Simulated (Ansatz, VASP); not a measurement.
**Al: VASP beside Ansatz**

The input INCAR:

```
SYSTEM = Al
  ALGO = Fast
  EDIFF = 1E-7
  ENCUT = 520
  GGA = PE
  ISIF = 2
  ISMEAR = 0
  IVDW = 12
  LASPH = .TRUE.
  LCHARG = .TRUE.
  LELF = .TRUE.
  LREAL = .FALSE.
  LVHAR = .TRUE.
  LWAVE = .FALSE.
  NBANDS = 10
  NELM = 80
  PREC = Accurate
  SIGMA = 0.15
```

File KPOINTS:

```
k-points
0
G
  18 18 10
  0 0 0
```

POSCAR

```
Al
1.0
    2.8616733201      0.0000000000      0.0000000000
   -1.4308366600      2.3930337702      0.0000000000
    0.0000000000      0.0000000000      4.8668500000
Al
2
Direct
    0.6666666667      0.3333333333      0.7500000000
    0.3333333333      0.6666666667      0.2500000000
```

Input for Ansatz:

```yaml
crystal:
  lattice:
    - [2.8616733201, 0.0, 0.0]
    - [-1.43083666, 2.3930337702, 0.0]
    - [0.0, 0.0, 4.86685]
  atoms:
    - { symbol: Al, position: [0.6666666667, 0.3333333333, 0.75] }
    - { symbol: Al, position: [0.3333333333, 0.6666666667, 0.25] }
basis:
  ecutwfc: 420
kpoints:
  mp_grid: { grid: [18, 18, 10] }
hamiltonian:
  xc: pbe
  dispersion: d3bj
scf:
  occupations: { method: gaussian, width: 0.15 }
output:
  forces: true
  stress: true
  eigenvalues: true
```

Change from the starting cell: strain +0.0175 x Voigt [1, -1, 0, 0, 0, 0], atoms carried along.

Alike in both runs: task single point; functional PBE; dispersion D3(BJ); k mesh 18 × 18 × 10; occupations gaussian, width 0.15 eV; no spin polarisation.

```csv
,VASP,Ansatz
version,VASP 6.6.1,Ansatz 0.2.0
potentials or method,"VASP PAW PBE potentials, release 64 (Al)","scalar-relativistic, plane waves, PAW"
plane-wave cutoff (eV),520,420
valence electrons in the cell,6,6
```

Ansatz gave:

* gap on the k mesh at the Fermi level (eV): none
* pressure (GPa): -3.1
* largest component of the traceless stress (GPa): 1.83

Problem. Estimate VASP's values.

Solution. gap on the k mesh at the Fermi level (eV): none; pressure (GPa): -3.1; largest component of the traceless stress (GPa): 1.82.

A gap of «none» marks a metal or a gap that the smearing closes.

Caveats: pairwise dispersion overbinds metals, which lowers pressure and volume.
